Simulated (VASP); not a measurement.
# CaF2 (Fm-3m) in VASP: a series of runs

Runs on CaF2. Level: PBE. Tasks: single point, relaxation of cell and atoms.

Program: VASP 6.6.1. These are calculated values, not measurements. Logs are shortened: lines on timing, memory, paths and dates and some standing lists are left out, and cuts for length are marked.

**1. The structure**

The structure is cubic, space group Fm-3m (No. 225). The conventional cell has a = 5.511 Å, b = 5.511 Å, c = 5.511 Å, α = 90.00°, β = 90.00°, γ = 90.00°. Around Ca (site symmetry m-3m) lie 8 F at 2.39 Å. F (site symmetry -43m) is surrounded by 4 Ca at 2.39 Å.

The cell was built by a generator and needn't be a form met in nature.

**2. Single point, PBE**

File INCAR:

```
SYSTEM = CaF2
ALGO = Normal ; EDIFF = 1E-7
ENCUT = 520 ; GGA = PE
ISIF = 2 ; ISMEAR = 0
LASPH = .TRUE. ; LCHARG = .FALSE.
LREAL = .FALSE. ; LWAVE = .FALSE.
NBANDS = 19 ; NELM = 80
PREC = Accurate ; SIGMA = 0.02
```

File KPOINTS:

```
k-points
0
G
  8 8 8
  0 0 0
```

File POSCAR:

```
CaF2
1.0
    0.0000000000      2.7553796608      2.7553796608
    2.7553796608      0.0000000000      2.7553796608
    2.7553796608      2.7553796608      0.0000000000
Ca F
1 2
Direct
    0.0000000000      0.0000000000      0.0000000000
    0.7500000000      0.7500000000      0.7500000000
    0.2500000000      0.2500000000      0.2500000000
```

Potentials or basis: VASP PAW PBE potentials, release 64 (Ca_sv, F).

Launch:

```sh
$ cat potpaw_PBE.64/Ca_sv/POTCAR potpaw_PBE.64/F/POTCAR > POTCAR
$ mpirun -np 1 vasp_std > vasp.out
```

OUTCAR:

```text
SYSTEM = CaF2
   EDIFF = 1E-7
   ENCUT = 520
   GGA = PE
   ISIF = 2
   ISMEAR = 0
   LASPH = .TRUE.
   LREAL = .FALSE.
   NELM = 80
   PREC = Accurate

 ion  position               nearest neighbor table
   1  0.000  0.000  0.000-   2 2.39   3 2.39   2 2.39   2 2.39   2 2.39   3 2.39   3 2.39   3 2.39

   2  0.750  0.750  0.750-   1 2.39   1 2.39   1 2.39   1 2.39
   3  0.250  0.250  0.250-   1 2.39   1 2.39   1 2.39   1 2.39

  LATTYP: Found a face centered cubic cell.
 ALAT       =     5.5107593216

  Lattice vectors:

 A1 = (   0.0000000000,   2.7553796608,   2.7553796608)
 A2 = (   2.7553796608,   0.0000000000,   2.7553796608)
 A3 = (   2.7553796608,   2.7553796608,   0.0000000000)

Analysis of symmetry for initial positions (statically):
=====================================================================
 Subroutine PRICEL returns:
 Original cell was already a primitive cell.

 Routine SETGRP: Setting up the symmetry group for a
 face centered cubic supercell.

 Subroutine GETGRP returns: Found 48 space group operations
 (whereof 48 operations were pure point group operations)
 out of a pool of 48 trial point group operations.

The static configuration has the point symmetry O_h .

Analysis of symmetry for dynamics (positions and initial velocities):
=====================================================================
 Subroutine PRICEL returns:
 Original cell was already a primitive cell.

 Routine SETGRP: Setting up the symmetry group for a
 face centered cubic supercell.

 Subroutine GETGRP returns: Found 48 space group operations
 (whereof 48 operations were pure point group operations)
 out of a pool of 48 trial point group operations.

The dynamic configuration has the point symmetry O_h .

 Subroutine INISYM returns: Found 48 space group operations
 (whereof 48 operations are pure point group operations),
 and found     1 'primitive' translations

----------------------------------------------------------------------------------------

                                     Primitive cell

  volume of cell :      41.8383

  direct lattice vectors                    reciprocal lattice vectors
     0.000000000  2.755379661  2.755379661    -0.181463196  0.181463196  0.181463196
     2.755379661  0.000000000  2.755379661     0.181463196 -0.181463196  0.181463196
     2.755379661  2.755379661  0.000000000     0.181463196  0.181463196 -0.181463196

  length of vectors
     3.896695286  3.896695286  3.896695286     0.314303476  0.314303476  0.314303476

  position of ions in fractional coordinates (direct lattice)
     0.000000000  0.000000000  0.000000000
     0.750000000  0.750000000  0.750000000
     0.250000000  0.250000000  0.250000000

  ion indices of the primitive-cell ions
   primitive index   ion index
                 1           1
                 2           2
                 3           3

----------------------------------------------------------------------------------------

 KPOINTS: k-points

Automatic generation of k-mesh.
 Grid dimensions read from file:
 generate k-points for:    8    8    8

 Generating k-lattice:

  Cartesian coordinates                     Fractional coordinates (reciprocal lattice)
    -0.022682900  0.022682900  0.022682900     0.125000000  0.000000000  0.000000000
     0.022682900 -0.022682900  0.022682900     0.000000000  0.125000000  0.000000000
     0.022682900  0.022682900 -0.022682900     0.000000000  0.000000000  0.125000000

  Length of vectors
     0.039287934  0.039287934  0.039287934

  Shift w.r.t. Gamma in fractional coordinates (k-lattice)
     0.000000000  0.000000000  0.000000000

 Subroutine IBZKPT returns following result:
 ===========================================

 Found     29 irreducible k-points:

 Following reciprocal coordinates:
            Coordinates               Weight
  0.000000  0.000000  0.000000      1.000000
  0.125000  0.000000  0.000000      8.000000
  0.250000  0.000000  0.000000      8.000000
  0.375000  0.000000  0.000000      8.000000
  0.500000  0.000000  0.000000      4.000000
  0.125000  0.125000  0.000000      6.000000
[... 16 lines left out ...]
  0.500000  0.250000  0.125000     48.000000
 -0.375000  0.250000  0.125000     24.000000
 [... further k-points ...]
   k-points           NKPTS =     29   k-points in BZ     NKDIM =     29   number of bands    NBANDS=     19
   number of dos      NEDOS =    301   number of ions     NIONS =      3
   total plane-waves  NPLWV =  27000
   dimension x,y,z NGX =    30 NGY =   30 NGZ =   30
   dimension x,y,z NGXF=    60 NGYF=   60 NGZF=   60
   ions per type =               1   2
   NGX,Y,Z   is equivalent  to a cutoff of  12.80, 12.80, 12.80 a.u.
   NGXF,Y,Z  is equivalent  to a cutoff of  25.60, 25.60, 25.60 a.u.
 SYSTEM =  CaF2
   PREC   = accura    normal or accurate (medium, high low for compatibility)
   ISTART =      0    job   : 0-new  1-cont  2-samecut
   ICHARG =      2    charge: 1-file 2-atom 10-const
   ISPIN  =      1    spin polarized calculation?
   LNONCOLLINEAR =      F non collinear calculations
   LSORBIT =      F    spin-orbit coupling
   LASPH  =      T    aspherical Exc in radial PAW
   ENCUT  =  520.0 eV  38.22 Ry    6.18 a.u.   7.25  7.25  7.25*2*pi/ulx,y,z
   NELM   =     80;   NELMIN=  2; NELMDL= -5     # of ELM steps
   EDIFF  = 0.1E-06   stopping-criterion for ELM
   LREAL  =      F    real-space projection
   EDIFFG = 0.1E-05   stopping-criterion for IOM
   NSW    =      0    number of steps for IOM
   IBRION =     -1    ionic relax: 0-MD 1-quasi-New 2-CG
   NFREE  =      0    steps in history (QN), initial steepest desc. (CG)
   ISIF   =      2    stress and relaxation
   ISYM   =      2    0-nonsym 1-usesym 2-fastsym
   POTIM  = 0.5000    time-step for ionic-motion
   TEBEG  =    0.0;   TEEND  =   0.0 temperature during run
   PSTRESS=    0.0 pullay stress
   NELECT =      24.0000    total number of electrons
   NUPDOWN=      -1.0000    fix difference up-down
   EMIN   =  10.00;   EMAX   =-10.00  energy-range for DOS
   EFERMI =   0.00;   METHOD = LEGACY
   ISMEAR =     0;   SIGMA  =   0.02  broadening in eV -4-tet -1-fermi 0-gaus
   EFERMI_NEDOS =   21; number of points for ismear=-14 and -15
   IALGO  =     38    algorithm
   IMIX   =      4    mixing-type and parameters
     AMIX     =   0.40;   BMIX     =  1.00
     AMIX_MAG =   1.60;   BMIX_MAG =  1.00
  volume/ion in A,a.u.               =      13.95        94.11
  Fermi-wavevector in a.u.,A,eV,Ry     =   1.360255  2.570510 25.174789  1.850295
  Thomas-Fermi vector in A             =   2.486933
   LORBIT       =      0    0 simple, 1 ext, 2 COOP (PROOUT), +10 PAW based schemes
   GGA     = PE    functional components
   LHFCALC =     F    Hartree Fock is set to
   AEXX    =    0.0000 exact exchange contribution
   IVDW    =     0    specifies the selected vdW correction
   LEPSILON=     F    determine dielectric tensor
   LRPA    =     F    only Hartree local field effects (RPA)
 non-spin polarized calculation
 Gauss-broadening in eV      SIGMA  =   0.02
  energy-cutoff  :      520.00
  volume of cell :       41.84
 maximum number of plane-waves:      1158
 NGX is ok and might be reduce to    30
   NGX = 15   NGY = 15   NGZ = 15

 number of electron      23.9999996 magnetization

 Free energy of the ion-electron system (eV)
  ---------------------------------------------------
  ext. energy  EPLUGINS =         0.00000000
  ---------------------------------------------------
  free energy    TOTEN  =       -17.34029641 eV

  energy without entropy =      -17.34029641  energy(sigma->0) =      -17.34029641

 E-fermi :  -0.8874     XC(G=0):  -9.4998

 val. band max:       -1.1078534731   @ k =   0.5000   0.5000   0.0000
 cond. band min:       6.0129239467   @ k =   0.0000   0.0000   0.0000
 fundamental gap:      7.1207774198
 Fermi energy:        -0.8873855559

 k-point     1 :       0.0000    0.0000    0.0000
  band No.  band energies     occupation
      1     -37.2640      2.00000
      2     -20.9786      2.00000
      3     -20.2461      2.00000
      4     -18.2028      2.00000
      5     -18.2028      2.00000
      6     -18.2028      2.00000
[... 11 lines left out ...]
     18       9.9089      0.00000
     19      15.6154      0.00000

 k-point     2 :       0.1250    0.0000    0.0000
  band No.  band energies     occupation
      1     -37.2597      2.00000
      2     -21.0154      2.00000
      3     -20.2834      2.00000
      4     -18.2082      2.00000
      5     -18.2082      2.00000
      6     -18.1371      2.00000
[... 11 lines left out ...]
     18       9.8718      0.00000
     19      14.8951      0.00000

 k-point     3 :       0.2500    0.0000    0.0000
  band No.  band energies     occupation
      1     -37.2496      2.00000
      2     -21.0784      2.00000
      3     -20.4027      2.00000
      4     -18.2213      2.00000
      5     -18.2213      2.00000
      6     -17.9724      2.00000
[... 11 lines left out ...]
     18       9.7823      0.00000
     19      13.6086      0.00000

 k-point     4 :       0.3750    0.0000    0.0000
  band No.  band energies     occupation
      1     -37.2394      2.00000
      2     -21.1011      2.00000
      3     -20.5632      2.00000
      4     -18.2344      2.00000
      5     -18.2344      2.00000
      6     -17.8032      2.00000
[... 11 lines left out ...]
     18       9.6928      0.00000
     19      12.6088      0.00000

 k-point     5 :       0.5000    0.0000    0.0000
  band No.  band energies     occupation
      1     -37.2352      2.00000
      2     -21.0939      2.00000
      3     -20.6464      2.00000
      4     -18.2398      2.00000
      5     -18.2398      2.00000
      6     -17.7325      2.00000
[... 11 lines left out ...]
     18       9.6557      0.00000
     19      12.2973      0.00000

 k-point     6 :       0.1250    0.1250    0.0000
  band No.  band energies     occupation
      1     -37.2584      2.00000
      2     -21.0311      2.00000
      3     -20.2897      2.00000
      4     -18.2163      2.00000
      5     -18.2163      2.00000
      6     -18.1053      2.00000
[... 11 lines left out ...]
     18       9.8492      0.00000
     19      15.2462      0.00000

 k-point     7 :       0.2500    0.1250    0.0000
  band No.  band energies     occupation
      1     -37.2502      2.00000
      2     -21.0886      2.00000
      3     -20.3756      2.00000
      4     -18.2313      2.00000
      5     -18.2112      2.00000
      6     -17.9871      2.00000
[... 11 lines left out ...]
     18       9.8109      0.00000
     19      14.2882      0.00000

 k-point     8 :       0.3750    0.1250    0.0000
  band No.  band energies     occupation
      1     -37.2400      2.00000
      2     -21.1108      2.00000
      3     -20.5419      2.00000
      4     -18.2444      2.00000
      5     -18.1861      2.00000
      6     -17.8503      2.00000
[... 256 lines left out ...]
 k-point    20 :      -0.3750    0.3750    0.0000
  band No.  band energies     occupation
      1     -37.2265      2.00000
      2     -21.1149      2.00000
      3     -20.7727      2.00000
      4     -18.2771      2.00000
      5     -18.0861      2.00000
      6     -17.7283      2.00000
[... 11 lines left out ...]
     18      12.7544      0.00000
     19      13.2474      0.00000

 k-point    21 :       0.5000    0.5000    0.0000
  band No.  band energies     occupation
      1     -37.2257      2.00000
      2     -21.2905      2.00000
      3     -20.5287      2.00000
      4     -18.2950      2.00000
      5     -18.2950      2.00000
      6     -17.5714      2.00000
[... 11 lines left out ...]
     18      11.9119      0.00000
     19      13.4289      0.00000

 k-point    22 :       0.3750    0.2500    0.1250
  band No.  band energies     occupation
      1     -37.2420      2.00000
      2     -21.1225      2.00000
      3     -20.4888      2.00000
      4     -18.2405      2.00000
      5     -18.1805      2.00000
      6     -17.8934      2.00000
[... 11 lines left out ...]
     18       9.9058      0.00000
     19      14.0655      0.00000

 k-point    23 :       0.5000    0.2500    0.1250
  band No.  band energies     occupation
      1     -37.2339      2.00000
      2     -21.0922      2.00000
      3     -20.6804      2.00000
      4     -18.2553      2.00000
      5     -18.0951      2.00000
      6     -17.8325      2.00000
[... 11 lines left out ...]
     18      10.5674      0.00000
     19      13.3588      0.00000

 k-point    24 :      -0.3750    0.2500    0.1250
  band No.  band energies     occupation
      1     -37.2305      2.00000
      2     -21.0286      2.00000
      3     -20.8125      2.00000
      4     -18.2618      2.00000
      5     -18.0515      2.00000
      6     -17.8121      2.00000
[... 11 lines left out ...]
     18      11.2208      0.00000
     19      12.7664      0.00000

 [... further k-points ...]

------------------------ aborting loop because EDIFF is reached ----------------------------------------

  FORCE on cell =-STRESS in cart. coord.  units (eV):
  Direction    XX          YY          ZZ          XY          YZ          ZX
  --------------------------------------------------------------------------------------
  -------------------------------------------------------------------------------------
  Total        0.0572253      0.0572253      0.0572253      0.0000000     -0.0000000     -0.0000000
  in kB        2.1914149      2.1914149      2.1914149      0.0000000     -0.0000000     -0.0000000
  external PRESSURE =       2.1914149 kB  Pullay stress =       0.0000000 kB

 VOLUME and BASIS-vectors are now :
 -----------------------------------------------------------------------------
  energy-cutoff  :      520.00
  volume of cell :       41.84
      direct lattice vectors                 reciprocal lattice vectors
     0.000000000  2.755379661  2.755379661    -0.181463196  0.181463196  0.181463196
     2.755379661  0.000000000  2.755379661     0.181463196 -0.181463196  0.181463196
     2.755379661  2.755379661  0.000000000     0.181463196  0.181463196 -0.181463196

 POSITION                                       TOTAL-FORCE (eV/Angst)
 -----------------------------------------------------------------------------------
      0.00000      0.00000      0.00000         0.000000      0.000000      0.000000
      4.13307      4.13307      4.13307        -0.000000     -0.000000      0.000000
      1.37769      1.37769      1.37769        -0.000000     -0.000000     -0.000000
 -----------------------------------------------------------------------------------
    total drift:                                0.000000     -0.000000      0.000000

  FREE ENERGIE OF THE ION-ELECTRON SYSTEM (eV)
  ---------------------------------------------------
  free  energy   TOTEN  =       -17.3402964070 eV

  energy  without entropy=      -17.3402964070  energy(sigma->0) =      -17.34029641
```

Wall time 13 s (1 thread of Intel Xeon 6975P-C (Granite Rapids), shared host); peak memory 0.17 GiB.

What came out:

```
Free energy            : -17.3403 eV
Pressure               : 0.2 GPa
Band gap on the k mesh : 7.12 eV, indirect (least direct gap 7.37 eV)
```

**3. Relaxation of cell and atoms, PBE**

File INCAR:

```
SYSTEM = CaF2
PREC     = Accurate       ! precision mode
ENCUT    = 600            ! plane-wave cutoff, eV
EDIFF    = 1E-7           ! SCF threshold, eV
ISMEAR   = 0              ! smearing method
SIGMA    = 0.02           ! smearing width, eV
LREAL    = .False.        ! projectors in reciprocal space
LASPH    = .True.         ! aspherical terms in the spheres
NELM     = 100            ! most SCF steps
ALGO     = Fast           ! electronic algorithm
ISIF     = 3              ! what is computed and relaxed
LWAVE    = .False.        ! write WAVECAR
LCHARG   = .False.        ! write CHGCAR
GGA      = PE             ! functional
IBRION   = 2              ! ionic algorithm
NSW      = 100            ! ionic steps
EDIFFG   = -0.01          ! ionic threshold
```

File KPOINTS:

```
Automatic mesh
0
Gamma
  8 8 8
  0 0 0
```

File POSCAR:

```
CaF2
1.0
    0.0000000000      2.7547995968      2.7547995968
    2.7547995968      0.0000000000      2.7547995968
    2.7547995968      2.7547995968      0.0000000000
Ca F
1 2
Direct
    0.0000000000      0.0000000000      0.0000000000
    0.7500000000      0.7500000000      0.7500000000
    0.2500000000      0.2500000000      0.2500000000
```

Potentials or basis: VASP PAW PBE potentials, release 64 (Ca_sv, F).

Launch:

```sh
$ cat potpaw_PBE.64/Ca_sv/POTCAR potpaw_PBE.64/F/POTCAR > POTCAR
$ mpirun -np 1 vasp_std > vasp.out
```

Run time: 22 s. Hardware: 1 thread of Intel Xeon 6975P-C (Granite Rapids), shared host; peak memory 0.19 GiB.

Results (log left out):

| Quantity | Value |
| --- | --- |
| Free energy | -17.3447 eV |
| Relaxed volume | 13.96 Å³/atom |
| Relaxed cell | a = 3.898 Å, b = 3.898 Å, c = 3.898 Å, α = 60.00°, β = 60.00°, γ = 60.00° |
| Space group after relaxing (to 0.05 Å) | Fm-3m (No. 225) |
| Energy gained by relaxing | 0.0 meV/atom |
| Ionic steps | 2 |
| Pressure after relaxing | 0.0 GPa |
| Band gap on the k mesh | 7.12 eV, indirect (least direct gap 7.37 eV) |

Final structure:
```
Ca F
1.0
     0.00000    2.75658    2.75658
     2.75658    0.00000    2.75658
     2.75658    2.75658    0.00000
Ca F
1 2
Direct
  0.00000 0.00000 0.00000
  0.75000 0.75000 0.75000
  0.25000 0.25000 0.25000
```

Levels at points of the mesh, in eV from the valence-band top:
| k point | band 10 | band 11 | band 12 | band 13 | band 14 | band 15 |
| --- | --- | --- | --- | --- | --- | --- |
| (0.00, 0.00, 0.00) | -0.25 | -0.25 | -0.25 | 7.12 | 9.06 | 9.06 |
| (0.50, 0.00, 0.00) | -1.20 | -0.82 | -0.82 | 9.26 | 9.26 | 9.57 |
| (0.50, 0.50, 0.00) | -0.35 | -0.35 | 0.00 | 8.04 | 9.36 | 9.93 |

**4. Single point, PBE**

File INCAR:

```
SYSTEM = CaF2
ALGO     = Normal         ! electronic algorithm
EDIFF    = 1E-7           ! SCF threshold, eV
ENCUT    = 520            ! plane-wave cutoff, eV
GGA      = PE             ! functional
ISIF     = 2              ! what is computed and relaxed
ISMEAR   = 0              ! smearing method
LASPH    = .True.         ! aspherical terms in the spheres
LCHARG   = .True.         ! write CHGCAR
LELF     = .True.         ! ELF
LREAL    = .False.        ! projectors in reciprocal space
LVHAR    = .True.       
LWAVE    = .False.        ! write WAVECAR
NBANDS   = 19             ! bands
NELM     = 100            ! most SCF steps
PREC     = Accurate       ! precision mode
SIGMA    = 0.02           ! smearing width, eV
```

File KPOINTS:

```
k-points
0
Gamma
  8 8 8
  0 0 0
```

File POSCAR:

```
CaF2
1.0
    0.0000000000      2.7553796608      2.7553796608
    2.7553796608      0.0000000000      2.7553796608
    2.7553796608      2.7553796608      0.0000000000
Ca F
1 2
Direct
    0.0000000000      0.0000000000      0.0000000000
    0.7500000000      0.7500000000      0.7500000000
    0.2500000000      0.2500000000      0.2500000000
```

Launch:

```sh
$ cat potpaw_PBE.64/Ca_sv/POTCAR potpaw_PBE.64/F/POTCAR > POTCAR
$ mpirun -np 1 vasp_std > vasp.out
```

It took 14 s on 1 thread of Intel Xeon 6975P-C (Granite Rapids), shared host; peak memory 0.17 GiB.

Results (log left out):

```
Free energy            : -17.3403 eV
Pressure               : 0.2 GPa
Band gap on the k mesh : 7.12 eV, indirect (least direct gap 7.37 eV)
```

Levels at points of the mesh, in eV from the valence-band top:
| k point | band 9 | band 10 | band 11 | band 12 | band 13 | band 14 | band 15 | band 16 |
| --- | --- | --- | --- | --- | --- | --- | --- | --- |
| (0.00, 0.00, 0.00) | -2.03 | -0.25 | -0.25 | -0.25 | 7.12 | 9.06 | 9.06 | 11.02 |
| (0.50, 0.00, 0.00) | -1.26 | -1.20 | -0.82 | -0.82 | 9.26 | 9.26 | 9.57 | 10.60 |
| (0.50, 0.50, 0.00) | -1.61 | -0.35 | -0.35 | 0.00 | 8.04 | 9.36 | 9.93 | 10.69 |

A k mesh can miss the band edges. PBE gaps usually lie below the measured ones, often by a third to a half.
